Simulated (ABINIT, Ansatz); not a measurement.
**BN (P6_3/mmc): modes at Γ and the response to a field**

Aim: the zone-centre modes of BN (P6_3/mmc).

Program: ABINIT 10.8.3. Level of theory: DFT LDA, scalar-relativistic, plane waves, PseudoDojo norm-conserving pseudopotentials. Results are calculated unless marked as measured.

The database entry behind the starting cell differs from later determinations by our own check (about 0.3 % short, minor phase), so it need not match the best structure at ambient conditions.

## (1) The starting structure

Symmetry: P6_3/mmc, No. 194, hexagonal system. The conventional cell has a = 2.489 Å, b = 2.489 Å, c = 6.493 Å, α = 90.00°, β = 90.00°, γ = 120.00°. B has 3 N at 1.44 Å nearest. Nearest to N lie 3 B at 1.44 Å. Farther neighbours and most contacts between anions are not listed.

Structure file:

```xyz
4
Lattice="2.4892 0.0000 0.0000 -1.2446 2.1557 0.0000 0.0000 0.0000 6.4930" Properties=species:S:1:pos:R:3 pbc="T T T"
B     0.0000    1.4371    1.6232
B     1.2446    0.7186    4.8697
N     0.0000    1.4371    4.8697
N     1.2446    0.7186    1.6232
```

## (2) Relaxing the cell and atoms

The harmonic expansion starts where the forces on the atoms vanish, and stress shifts the frequencies, so cell and atoms are relaxed with tight thresholds.

The starting cell comes from a relaxation made beforehand in Ansatz (LDA, PseudoDojo NC).

Contents of relax.abi:

```
# relaxation
ionmov 2
optcell 2
ecutsm 0.5
dilatmx 1.08
ntime 40
tolmxf 1.0d-05
tolvrs 1.0d-14
prtwf 0
prtden 0
chksymtnons 0

# basis, mesh and filling
ecut 36.0
ngkpt 9 9 4
nshiftk 1
shiftk 0.0 0.0 0.0
istwfk *1
occopt 1
nband 8
nstep 100
diemac 9.0
prtebands 0
prtgsr 0

# cell and atoms
acell 4.703907367 4.703907367 12.26995836
rprim 
    1.0 0.0 0.0
    -0.5 0.8660254038 0.0
    0.0 0.0 1.0
ntypat 2
znucl 5 7
natom 4
typat 1 1 2 2
xred 
    1/3 2/3 0.25
    2/3 1/3 0.75
    1/3 2/3 0.75
    2/3 1/3 0.25
pp_dirpath "./pseudo"
pseudos "B.upf, N.upf"
```

On the command line:

```
OMP_NUM_THREADS=1 mpirun -n 8 abinit relax.abi > relax.log
```

Numbers of over 12 decimals in the logs are rounded to 6 here.

relax.abo, the main output file:

```text
[banners, grids, parts of the stress and lines that vanish by symmetry left out]
- input  file    -> relax.abi
- output file    -> relax.abo
- root for input  files -> relaxi
[...]
Symmetries : space group P6_3/m m c (#194); Bravais hP (primitive hexag.)
[...]
mpw =        3080          nfft =       64800          nkpt =          36
[...]
== DATASET  1 ==================================================================
[...]
cutoff_energies: {ecut:  36.0, pawecutdg:  -1.0, }
[...]
ETOT  1  -26.678787993516    -2.668E+01 1.527E-01 7.587E+02
 ETOT  2  -26.774989609852    -9.620E-02 8.253E-04 2.081E+02
 ETOT  3  -26.835659982578    -6.067E-02 7.660E-04 2.693E+01
 ETOT  4  -26.842173753760    -6.514E-03 7.100E-05 1.082E-01
 ETOT  5  -26.842188128093    -1.437E-05 3.459E-06 2.901E-03
[...]
At SCF step   12       vres2   =  8.49E-15 < tolvrs=  1.00E-14 =>converged.
[...]
sigma(1 1)=  5.36721262E-07  sigma(3 2)=  0.00000000E+00
  sigma(2 2)=  5.36721085E-07  sigma(3 1)=  0.00000000E+00
  sigma(3 3)= -8.44404700E-08  sigma(2 1)=  0.00000000E+00
[...]
convergence: {deltae: -6.821E-13, res2:  8.491E-15, residm:  7.374E-16, diffor: null, }
etotal    :  -2.68421887E+01
[...]
ETOT  1  -26.842188724189    -2.684E+01 6.269E-10 1.029E-04
[...]
ETOT  6  -26.842188736258    -4.121E-13 2.012E-15 2.749E-11
 ETOT  7  -26.842188736259    -6.253E-13 7.827E-17 8.740E-15
 At SCF step    7       vres2   =  8.74E-15 < tolvrs=  1.00E-14 =>converged.
[...]
sigma(1 1)= -7.74560451E-08  sigma(3 2)=  0.00000000E+00
  sigma(2 2)= -7.74562219E-08  sigma(3 1)=  0.00000000E+00
  sigma(3 3)= -8.55388110E-08  sigma(2 1)=  0.00000000E+00
[...]
convergence: {deltae: -6.253E-13, res2:  8.740E-15, residm:  7.827E-17, diffor: null, }
etotal    :  -2.68421887E+01
[...]
At Broyd/MD step   2, gradients are converged :
[...]
sigma(1 1)= -7.74560451E-08  sigma(3 2)=  0.00000000E+00
  sigma(2 2)= -7.74562219E-08  sigma(3 1)=  0.00000000E+00
  sigma(3 3)= -8.55388110E-08  sigma(2 1)=  0.00000000E+00
[...]
- sigma(1 1)= -2.27883552E-03  sigma(3 2)=  0.00000000E+00
- sigma(2 2)= -2.27884073E-03  sigma(3 1)=  0.00000000E+00
- sigma(3 3)= -2.51663871E-03  sigma(2 1)=  0.00000000E+00
[...]
fcart      4.5794925278E-28 -8.9412906853E-44 -0.0000000000E+00
           strten     -7.7456045060E-08 -7.7456221916E-08 -8.5538811048E-08
================================================================================

[key lines of the parts left out:]
pressure_GPa:   2.3581E-03
Total energy (etotal) [Ha]= -2.68421887362588E+01
```

Run time: 8.9 s. Hardware: 8 MPI ranks of Arm Neoverse V2, shared host.

Little changed from the start: no atom moved by 0.005 Å and no cell edge by 0.1 %.

Numbers from this step:

```
volume per atom : 8.710 Å³
pressure        : 0.002358 GPa
```

## (3) Self-consistent run for the response

The response is built on these wavefunctions, so the potential is converged far more tightly than an energy would need.

Contents of gs.abi:

```
# ground state
tolvrs 1.0d-16
prtden 1
prtwf 1

# basis, mesh and filling
ecut 36.0
ngkpt 9 9 4
nshiftk 1
shiftk 0.0 0.0 0.0
istwfk *1
occopt 1
nband 8
nstep 100
diemac 9.0
prtebands 0
prtgsr 0

# cell and atoms
acell 4.703831627 4.703831627 12.26998944
rprim 
    1.0 0.0 0.0
    -0.5 0.8660254038 0.0
    0.0 0.0 1.0
ntypat 2
znucl 5 7
natom 4
typat 1 1 2 2
xred 
    1/3 2/3 0.25
    2/3 1/3 0.75
    1/3 2/3 0.75
    2/3 1/3 0.25
pp_dirpath "./pseudo"
pseudos "B.upf, N.upf"
```

On the command line:

```
OMP_NUM_THREADS=1 mpirun -n 8 abinit gs.abi > gs.log
```

gs.abo, the main output file:

```text
[banners, grids, parts of the stress and lines that vanish by symmetry left out]
- input  file    -> gs.abi
- output file    -> gs.abo
- root for input  files -> gsi
[...]
Symmetries : space group P6_3/m m c (#194); Bravais hP (primitive hexag.)
[...]
mpw =        2446          nfft =       52488          nkpt =          36
[...]
== DATASET  1 ==================================================================
[...]
cutoff_energies: {ecut:  36.0, pawecutdg:  -1.0, }
[...]
ETOT  1  -26.666969734661    -2.667E+01 2.680E-01 6.215E+02
 ETOT  2  -26.772870909475    -1.059E-01 9.468E-04 1.744E+02
 ETOT  3  -26.835804397272    -6.293E-02 8.847E-04 2.151E+01
 ETOT  4  -26.842233356939    -6.429E-03 6.689E-05 9.279E-02
 ETOT  5  -26.842248285922    -1.493E-05 3.164E-06 2.461E-03
[...]
ETOT 13  -26.842248935725    -2.593E-13 1.776E-17 1.307E-15
 ETOT 14  -26.842248935725     8.527E-14 6.897E-19 8.143E-17
 At SCF step   14       vres2   =  8.14E-17 < tolvrs=  1.00E-16 =>converged.
[...]
sigma(1 1)=  2.53507653E-05  sigma(3 2)=  0.00000000E+00
  sigma(2 2)=  2.53507652E-05  sigma(3 1)=  0.00000000E+00
  sigma(3 3)=  2.33292774E-05  sigma(2 1)=  0.00000000E+00
[...]
convergence: {deltae:  8.527E-14, res2:  8.143E-17, residm:  6.897E-19, diffor: null, }
etotal    :  -2.68422489E+01
[...]
sigma(1 1)=  2.53507653E-05  sigma(3 2)=  0.00000000E+00
  sigma(2 2)=  2.53507652E-05  sigma(3 1)=  0.00000000E+00
  sigma(3 3)=  2.33292774E-05  sigma(2 1)=  0.00000000E+00
[...]
- sigma(1 1)=  7.45845267E-01  sigma(3 2)=  0.00000000E+00
- sigma(2 2)=  7.45845261E-01  sigma(3 1)=  0.00000000E+00
- sigma(3 3)=  6.86371038E-01  sigma(2 1)=  0.00000000E+00
[...]
fcart     -3.4346193954E-28  6.6099281083E-29 -0.0000000000E+00
           strten      2.5350765340E-05  2.5350765163E-05  2.3329277386E-05
================================================================================

[key lines of the parts left out:]
pressure_GPa:  -7.2602E-01
```

The job ended after 5.9 s (8 MPI ranks).

Numbers from this step:

| Quantity | Value |
| --- | --- |
| pressure | -0.7260 GPa |

The cell stands at -0.73 GPa: the relaxation ran with a smoothed cutoff, and the difference is a stress of the finite basis.

## (4) The gap at rest

Empty bands on the ground state's density check that the gap assumed so far is there in this cell.

Contents of gap.abi:

```
# empty bands on the ground state's density
iscf -2
getden_filepath "gso_DEN"
tolwfr 1.0d-12
nbdbuf 2
prtwf 0

# basis, mesh and filling
ecut 36.0
ngkpt 9 9 4
nshiftk 1
shiftk 0.0 0.0 0.0
istwfk *1
occopt 1
nband 12
nstep 100
diemac 9.0
prtebands 0
prtgsr 0

# cell and atoms
acell 4.703831627 4.703831627 12.26998944
rprim 
    1.0 0.0 0.0
    -0.5 0.8660254038 0.0
    0.0 0.0 1.0
ntypat 2
znucl 5 7
natom 4
typat 1 1 2 2
xred 
    1/3 2/3 0.25
    2/3 1/3 0.75
    1/3 2/3 0.75
    2/3 1/3 0.25
pp_dirpath "./pseudo"
pseudos "B.upf, N.upf"
```

On the command line:

```
OMP_NUM_THREADS=1 mpirun -n 8 abinit gap.abi > gap.log
```

gap.abo, the main output file:

```text
[banners, grids, parts of the stress and lines that vanish by symmetry left out]
- input  file    -> gap.abi
- output file    -> gap.abo
- root for input  files -> gapi
[...]
Symmetries : space group P6_3/m m c (#194); Bravais hP (primitive hexag.)
[...]
mpw =        2446          nfft =       52488          nkpt =          36
[...]
== DATASET  1 ==================================================================
[...]
cutoff_energies: {ecut:  36.0, pawecutdg:  -1.0, }
[...]
-outvars: echo values of variables after computation
            acell      4.7038316270E+00  4.7038316270E+00  1.2269989440E+01 Bohr
================================================================================
```

Run time: 5.4 s. Hardware: 8 MPI ranks.

Numbers from this step:

```
gap on the k-mesh : 4.253 eV
```

In this cell the gap on the mesh is 4.3 eV, indirect (smallest direct 4.5 eV), so fixed occupations hold.

## (5) Linear response at Γ

The derivative of the wavefunctions by k comes first, since the response to a field is built on it; then the field and the displacements that symmetry doesn't supply are solved at q = 0.

It reads the wavefunctions written in step 3.

Contents of dfpt_gamma.abi:

```
ndtset 2

# common to the responses
getwfk_filepath "gso_WFK"
kptopt 2
nqpt 1
qpt 0.0 0.0 0.0
asr 0
chneut 0

# d/dk
rfelfd1 2
rfdir1 1 1 1
iscf1 -3
tolwfr1 1.0d-20

# displacements, field
rfphon2 1
rfatpol2 1 4
rfdir2 1 1 1
rfelfd2 3
getddk2 1
tolvrs2 1.0d-10
prtwf2 0

# basis, mesh and filling
ecut 36.0
ngkpt 9 9 4
nshiftk 1
shiftk 0.0 0.0 0.0
istwfk *1
occopt 1
nband 8
nstep 100
diemac 9.0
prtebands 0
prtgsr 0

# cell and atoms
acell 4.703831627 4.703831627 12.26998944
rprim 
    1.0 0.0 0.0
    -0.5 0.8660254038 0.0
    0.0 0.0 1.0
ntypat 2
znucl 5 7
natom 4
typat 1 1 2 2
xred 
    1/3 2/3 0.25
    2/3 1/3 0.75
    1/3 2/3 0.75
    2/3 1/3 0.25
pp_dirpath "./pseudo"
pseudos "B.upf, N.upf"
```

On the command line:

```
OMP_NUM_THREADS=1 mpirun -n 8 abinit dfpt_gamma.abi > dfpt_gamma.log
```

dfpt_gamma.abo, the main output file:

```text
[banners, grids, parts of the stress and lines that vanish by symmetry left out]
- input  file    -> dfpt_gamma.abi
- output file    -> dfpt_gamma.abo
- root for input  files -> dfpt_gammai
[...]
DATASET    1 : space group P6_3/m m c (#194); Bravais hP (primitive hexag.)
[...]
nfft =       52488          nkpt =         163
[...]
DATASET    2 : space group P6_3/m m c (#194); Bravais hP (primitive hexag.)
[...]
nfft =       52488          nkpt =         163
[...]
== DATASET  1 ==================================================================
[...]
cutoff_energies: {ecut:  36.0, pawecutdg:  -1.0, }
[...]
-  7.00000   5.00000  180309                  znucl, zion, pspdat
[...]
Perturbation : derivative vs k along direction   1
[...]
-ETOT  1  -38.936043947173     -3.894E+01 7.262E-01 0.000E+00
 ETOT  2  -39.038332142454     -1.023E-01 9.907E-03 0.000E+00
 ETOT  3  -39.039087419674     -7.553E-04 1.946E-04 0.000E+00
 ETOT  4  -39.039098692078     -1.127E-05 4.633E-06 0.000E+00
 ETOT  5  -39.039098923021     -2.309E-07 1.840E-07 0.000E+00
[...]
At SCF step   14   max residual=  9.94E-21 < tolwfr=  1.00E-20 =>converged.
[...]
Perturbation : derivative vs k along direction   2
[...]
-ETOT  1  -38.937346649692     -3.894E+01 7.637E-01 0.000E+00
[...]
At SCF step   14   max residual=  9.94E-21 < tolwfr=  1.00E-20 =>converged.
[...]
Perturbation : derivative vs k along direction   3
[...]
-ETOT  1  -4.259796     -4.260E+00 2.216E-02 0.000E+00
[...]
At SCF step   15   max residual=  9.97E-21 < tolwfr=  1.00E-20 =>converged.
[...]
1        1       1.4522892461    0.0000000000
     1        2      -0.5030877523   -0.0000000000
     1        3       0.0000000000    0.0000000000
     2        1      -0.5030877523   -0.0000000000
     2        2       0.8713735476    0.0000000000
     2        3       0.0000000000    0.0000000000
     3        1       0.0000000000    0.0000000000
     3        2       0.0000000000    0.0000000000
     3        3       0.6571981237   -0.0000000000
[...]
== DATASET  2 ==================================================================
[...]
cutoff_energies: {ecut:  36.0, pawecutdg:  -1.0, }
[...]
Perturbation : displacement of atom   1   along direction   1
[...]
-ETOT  1   10.381314467090     -1.507E+02 5.027E-01 1.019E+03
[...]
At SCF step    9       vres2   =  3.80E-11 < tolvrs=  1.00E-10 =>converged.
[...]
Perturbation : displacement of atom   1   along direction   3
[...]
-ETOT  1   23.335241556507     -7.854E+02 1.311E+00 2.434E+03
[...]
At SCF step   13       vres2   =  1.36E-11 < tolvrs=  1.00E-10 =>converged.
[...]
Perturbation : displacement of atom   3   along direction   1
[...]
-ETOT  1   11.868668703085     -8.212E+02 1.971E+00 2.628E+03
[...]
At SCF step    9       vres2   =  6.68E-11 < tolvrs=  1.00E-10 =>converged.
[...]
Perturbation : displacement of atom   3   along direction   3
[...]
-ETOT  1   39.441998554657     -5.842E+03 1.264E+01 1.625E+05
[...]
At SCF step   13       vres2   =  1.76E-11 < tolvrs=  1.00E-10 =>converged.
[...]
Perturbation : homogeneous electric field along direction   1
[...]
-ETOT  1  -168.58063954452     -1.686E+02 3.865E+00 5.573E+03
[...]
At SCF step   11       vres2   =  3.44E-11 < tolvrs=  1.00E-10 =>converged.
[...]
Perturbation : homogeneous electric field along direction   3
[...]
-ETOT  1  -7.740319     -7.740E+00 3.600E-01 5.652E+03
[...]
ETOT  8  -9.019310     -2.496E-10 5.238E-11 3.887E-09
 ETOT  9  -9.019310     -1.167E-11 2.344E-12 1.765E-12
 At SCF step    9       vres2   =  1.76E-12 < tolvrs=  1.00E-10 =>converged.
[...]
Dielectric tensor, in cartesian coordinates,
[...]
1    6   1    6         4.8399867193        -0.0000000000
   1    6   2    6        -0.0000000000        -0.0000000000
   1    6   3    6        -0.0000000000        -0.0000000000
   2    6   1    6        -0.0000000000        -0.0000000000
   2    6   2    6         4.8399867194        -0.0000000000
   2    6   3    6        -0.0000000000        -0.0000000000
   3    6   1    6        -0.0000000000        -0.0000000000
   3    6   2    6        -0.0000000000        -0.0000000000
   3    6   3    6         2.8383720895        -0.0000000000
  Effective charges, in cartesian coordinates,
[...]
1    1   1    6         2.6971852261         0.0000000000
   2    1   1    6         0.0000000000         0.0000000000
   3    1   1    6         0.0000000000         0.0000000000
   1    2   1    6         2.6971852261         0.0000000000
   2    2   1    6         0.0000000000         0.0000000000
[...]
Effective charges, in cartesian coordinates,
[...]
2    6   1    4         0.0000000000         0.0000000000
   3    6   1    4         0.0000000000         0.0000000000
   1    6   2    4         0.0000000000         0.0000000000
   2    6   2    4        -2.6971623031         0.0000000000
   3    6   2    4         0.0000000000         0.0000000000
   1    6   3    4         0.0000000000         0.0000000000
   2    6   3    4         0.0000000000         0.0000000000
   3    6   3    4        -0.8146915523         0.0000000000
  Phonon wavevector (reduced coordinates) :  0.00000  0.00000  0.00000
 Phonon energies in Hartree :
[...]
Phonon frequencies in cm-1    :
-  1.961638E+00  1.961638E+00  2.155223E+00  5.010613E+01  5.010613E+01
-  1.119686E+02  7.567908E+02  8.173072E+02  1.384822E+03  1.384822E+03
-  1.384874E+03  1.384874E+03
  Phonon at Gamma, with non-analyticity in the
[...]
Phonon energies in Hartree :
[...]
Phonon frequencies in cm-1    :
-  1.961638E+00  1.961642E+00  2.155223E+00  5.010613E+01  5.010613E+01
-  1.119686E+02  7.567908E+02  8.173072E+02  1.384822E+03  1.384822E+03
-  1.384874E+03  1.616696E+03
  Phonon at Gamma, with non-analyticity in the
[...]
Phonon energies in Hartree :
[...]
Phonon frequencies in cm-1    :
-  1.961638E+00  1.961642E+00  2.155223E+00  5.010613E+01  5.010613E+01
-  1.119686E+02  7.567908E+02  8.173072E+02  1.384822E+03  1.384822E+03
-  1.384874E+03  1.616696E+03
  Phonon at Gamma, with non-analyticity in the
[...]
Phonon energies in Hartree :
[...]
Phonon frequencies in cm-1    :
-  1.961638E+00  1.961638E+00  2.155817E+00  5.010613E+01  5.010613E+01
-  1.119686E+02  8.173072E+02  8.252433E+02  1.384822E+03  1.384822E+03
-  1.384874E+03  1.384874E+03
[...]
fcart2     0.0000000000E+00  0.0000000000E+00  0.0000000000E+00
           strten2     0.0000000000E+00  0.0000000000E+00  0.0000000000E+00
================================================================================
```

Wall time 93 s (8 MPI ranks).

Numbers from this step:

- miss of the charge sum rule: 5.28e-4 e
- largest acoustic frequency at the zone centre before the sum rule: 2.16 cm⁻¹
- highest optical zone-centre mode (no LO-TO term): 1385 cm⁻¹
- lowest optical zone-centre mode: 50.11 cm⁻¹
- mean high-frequency dielectric constant: 4.173
- largest Born charge in size (third of the trace): 2.070 e

Born charge (rows field, columns displacement), before the sum rule (e), principal values of the symmetric part by kind of site:

| atom | atoms with these values | low | middle | high | mean |
| --- | --- | --- | --- | --- | --- |
| B1 | 2 | 0.81 | 2.70 | 2.70 | 2.07 |
| N3 | 2 | -2.70 | -2.70 | -0.81 | -2.07 |

In full for N3:

```
-2.70  0.00  0.00
 0.00 -2.70  0.00
 0.00  0.00 -0.81
```

High-frequency dielectric tensor:

```
4.84 0.00 0.00
0.00 4.84 0.00
0.00 0.00 2.84
```

The acoustic modes at Γ come out as far as 2.2 cm⁻¹ from zero, where they should vanish, a small numerical error; the Born charges miss their sum rule by 5.3e-4 e, which is good.

[end of part 1 of 3]

[Host names and launcher messages were left out of these logs when they were recorded.]

[Logs are printed without paths, hosts, clocks, repeated set-up lines and the standing remarks that a program may print on its own settings, such as how far it seeks lower states.]

[Hosts, paths, dates, database ids (printed as entryN), source tags and the programs' standing remarks are cut or masked in the printed files.]
